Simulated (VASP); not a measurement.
PbO:

```
Pb O
1.0
     5.91282    0.00000    0.00000
     0.00000    5.52571    0.00000
     0.00000    0.00000    4.71264
Pb O
4 4
Cartesian
  1.3623 0.0595 3.5345
  4.5505 5.4663 1.1782
  4.5505 2.8223 3.5345
  1.3623 2.7034 1.1782
  5.1075 5.0186 3.5345
  0.8053 0.5071 1.1782
  0.8053 2.2558 3.5345
  5.1075 3.2699 1.1782
```

The cell is a database's computed one.

Base run:

| Quantity | Value |
| --- | --- |
| Program | VASP 6.6.1 |
| Functional | r2SCAN |
| Potentials or basis | VASP PAW PBE potentials, release 64 (Pb_d, O) |
| Cutoff | 520 eV |
| k mesh | 6 × 6 × 6 |
| Occupations | gaussian, width 0.02 eV |
| Spin | no spin polarisation |

Its results: band gap on the k mesh 2.50 eV, indirect (least direct gap 2.76 eV); pressure 1.2 GPa; largest force 0.078 eV/Å.

**Question.** The run is repeated on the same cell with these changes: functional from r2SCAN to PBEsol. What comes out?

**Answer.** Band gap on the k mesh 2.03 eV, indirect (least direct gap 2.30 eV); pressure 0.0 GPa; largest force 0.004 eV/Å.

r2SCAN gives the wider gap, since meta-GGAs in the generalised Kohn-Sham scheme recover part of the derivative discontinuity.

Caveats: the PAW data sets were made with another functional, which shifts forces and pressure a little; spin-orbit coupling is left out, which as a rule narrows the gap of such compounds by several tenths of an eV.
